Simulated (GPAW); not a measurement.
BeTe in GPAW: the effect of exact-exchange share

The system is BeTe.

```xyz
2
Lattice="0.0000 2.7700 2.7700 2.7700 0.0000 2.7700 2.7700 2.7700 0.0000" Properties=species:S:1:pos:R:3 pbc="T T T"
Te    4.1550    4.1550    4.1550
Be    0.0000    0.0000    0.0000
```

Alike in all runs:

| Item | Value |
| --- | --- |
| Program | GPAW 26.7.0 |
| Task | hybrid scf |
| Functional | r2SCAN-X |
| Potentials or basis | GPAW PAW data sets (gpaw-data 1.2.1) |
| Cutoff | 600 eV |
| Basis | pw |
| k mesh | 3 × 3 × 3 |
| Occupations | fermi-dirac, width 0.001 eV |
| Spin | no spin polarisation |

| exact-exchange share | gap on the mesh (eV) |
| --- | --- |
| 0.05 | 2.77 |
| 0.1 | 3.03 |
| 0.25 | ? |
| 0.4 | 4.63 |

Q: What does the run with exact-exchange share 0.25 give?

A: gap on the mesh 3.83 eV.

Worked out: A straight line through the other rows of the gap on the mesh, of slope 5.32 eV per unit of exact-exchange share, gives 3.83 eV, against the run's 3.83.

Caveats: all runs use coarse meshes; the scaled meta-GGA exchange is a class typed in the script; spin-orbit coupling is left out, which moves the levels of the heavy elements; an odd mesh through Γ misses points on the zone boundary, where band edges often lie.

Runs at the PBE level aren't shown here.
